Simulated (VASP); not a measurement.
Here is a VASP 6.6.1 calculation.

The input INCAR:

```
ALGO     = Normal         # electronic algorithm
EDIFF    = 1E-6           # SCF threshold, eV
ENCUT    = 520            # plane-wave cutoff, eV
ISIF     = 2              # what is computed and relaxed
ISMEAR   = 0              # smearing method
ISPIN    = 2              # spin polarisation
LASPH    = True           # aspherical terms in the spheres
LCHARG   = True           # write CHGCAR
LDAU     = True           # DFT+U
LDAUJ    = 0 0          
LDAUL    = 2 -1           # shell
LDAUPRINT= 1            
LDAUTYPE = 2            
LDAUU    = 4 0            # U, eV
LELF     = True           # ELF
LMAXMIX  = 4              # l up to which the mixer works
LMIXTAU  = True         
LORBIT   = 11             # projections on sites
LREAL    = False          # projectors in reciprocal space
LVHAR    = True         
LWAVE    = False          # write WAVECAR
MAGMOM   = 0.6 -0.6 0 0   # initial moments
METAGGA  = R2SCAN         # meta-GGA
NBANDS   = 29             # bands
NELM     = 60             # most SCF steps
PREC     = Accurate       # precision mode
SIGMA    = 0.05           # smearing width, eV
```

KPOINTS

```
k-points
0
Gamma
  6 6 6
```

The input POSCAR:

```
CuO
1.0
    0.0000000000      2.5525506100      2.5525506100
    2.5525506100      0.0000000000      2.5525506100
    2.5525506100      2.5525506100      0.0000000000
Cu O
2 2
Direct
    0.0000000000      0.0000000000      0.0000000000
    0.5000000000      0.5000000000      0.5000000000
    0.2500000000      0.2500000000      0.2500000000
    0.7500000000      0.7500000000      0.7500000000
```

Potentials or basis: VASP PAW PBE potentials, release 64 (Cu, O).

Launch:

```bash
$ cat potpaw_PBE.64/Cu/POTCAR potpaw_PBE.64/O/POTCAR > POTCAR
$ mpirun -np 1 vasp_std > vasp.out
```

(1) Predict the pressure.

(2) Estimate the net moment.

(3) Predict the band gap on the k mesh.

## Answers

(1) 8.9 GPa.

(2) 0.00 μB per cell.

(3) none (metal or under the smearing width).

Caveat: the PAW data sets were made with another functional, which shifts forces and pressure a little.
